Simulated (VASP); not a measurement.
Here is a VASP 6.6.1 calculation.

The input INCAR:

```
PREC = Accurate
ENCUT = 520
EDIFF = 1E-6
ISMEAR = 0
SIGMA = 0.05
LREAL = False
LASPH = True
NELM = 80
ALGO = Normal
ISIF = 2
LWAVE = False
LCHARG = False
ISPIN = 2
MAGMOM = 0.5 0
LORBIT = 11
LMAXMIX = 4
GGA = PE
NBANDS = 19
```

The input KPOINTS:

```
regular mesh
0
Gamma
  7 7 7
```

File POSCAR:

```
TaN
1.0
    0.0000000000      2.1790013100      2.1790013100
    2.1790013100      0.0000000000      2.1790013100
    2.1790013100      2.1790013100      0.0000000000
Ta N
1 1
Direct
    0.5000000000      0.5000000000      0.5000000000
    0.0000000000      0.0000000000      0.0000000000
```

Potentials or basis: VASP PAW PBE potentials, release 64 (Ta_pv, N).

The run is started by

```sh
$ cat potpaw_PBE.64/Ta_pv/POTCAR potpaw_PBE.64/N/POTCAR > POTCAR
$ mpirun -np 1 vasp_std > vasp.out
```

(1) What does it give for the net moment?

(2) Predict the band gap on the k mesh.

(3) What does it give for the pressure?

Results:

(1) 0.00 μB per cell.

(2) none (metal or under the smearing width).

(3) 15.3 GPa.

Caveat: so large a pressure means that the cell lies far from this level's equilibrium, or that cutoff or potentials fall short.
